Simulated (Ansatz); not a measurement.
Runs of Ansatz 0.2.0 on V. Symmetry: Im-3m, No. 229, cubic system. Conventional cell: a = 3.029 Å, b = 3.029 Å, c = 3.029 Å, α = 90.00°, β = 90.00°, γ = 90.00°. Around V (site symmetry m-3m) lie 8 V at 2.62 Å. 

```csv
level,cutoff (eV),pressure (GPa),moment (μB),relaxed volume (Å³/atom)
r2SCAN+D3(BJ),500,0.0,0.18,13.01
rPW86-PBE+rVV10,420,0.0,0.00,(a)
revPBE+D3(BJ),420,0.0,0.00,12.51
PBEsol+D4,420,0.0,0.00,(b)
```

Alike in all rows: task relaxation of cell and atoms; potentials or basis Ansatz PAW; spin collinear, ferromagnetic start; cell relaxed; k mesh 12 × 12 × 12; smearing fermi-dirac 0.05 eV.

Estimate the missing entries.

(a) 13.61; (b) 12.79.

Caveats: the plane-wave basis is chosen anew once the cell has moved, so the energies of steps on either side of that aren't comparable; the PAW data sets come from PBE, with cores solved anew for the run's functional, which leaves a small shift of forces and pressure; the starting moments weren't kept; the magnetic or orbital state may not be the lowest (some runs); the dispersion damping was fitted for another functional or another form of the correction (some runs).

Runs at the PBE level aren't shown here.
